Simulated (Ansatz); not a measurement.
All numbers below come from DFT PBE, scalar-relativistic, plane waves, PAW in Ansatz. All cells share a 420 eV cutoff and Γ-centred k meshes spaced at most about 0.3 Å⁻¹ (about 0.25 or finer for metals, 2π included). No spin polarisation.

Temperature and zero-point effects are left out.

Two forms of Na2I were relaxed alike.

A.

```
Na I
1.0
     7.73658    0.00000    0.00000
     0.00000    7.73658    0.00000
     0.00000    0.00000    4.64071
Na I
4 2
Cartesian
  5.5584 2.9517 2.3204
  4.7849 5.5584 0.0000
  2.1782 4.7849 2.3204
  2.9517 2.1782 0.0000
  3.8683 0.0000 2.3204
  0.0000 3.8683 0.0000
```

B.

```
Na I
1.0
     7.82562    0.00000    0.00000
     0.00000    7.82562    0.00000
     0.00000    0.00000    4.47899
Na I
4 2
Direct
  0.28854 0.28854 0.00000
  0.21146 0.78854 0.50000
  0.71146 0.71146 0.00000
  0.78854 0.21146 0.50000
  0.00000 0.00000 0.00000
  0.50000 0.50000 0.50000
```

Task: Which is lower in energy, and by how much?

Result: A is lower, by 103 meV/atom. A has space group P4_2/m (No. 84), 46.3 Å³/atom and no gap on its mesh; B has the anti-rutile type, space group P4_2/mnm (No. 136), 45.7 Å³/atom and no gap. In A, around Na lie 3 I at 3.31–3.40 Å, 4 Na at 3.57 Å and 1 Na at 3.85 Å; I is surrounded by 6 Na at 3.31–3.40 Å. In B, around Na lie 3 I at 3.19–3.24 Å; I is surrounded by 6 Na at 3.19–3.24 Å. Origin: A, invented, then shaken at random and relaxed again; B, invented.

Spin–orbit coupling, which can matter for I, is left out. Cells relaxed within their symmetry can be saddle points.
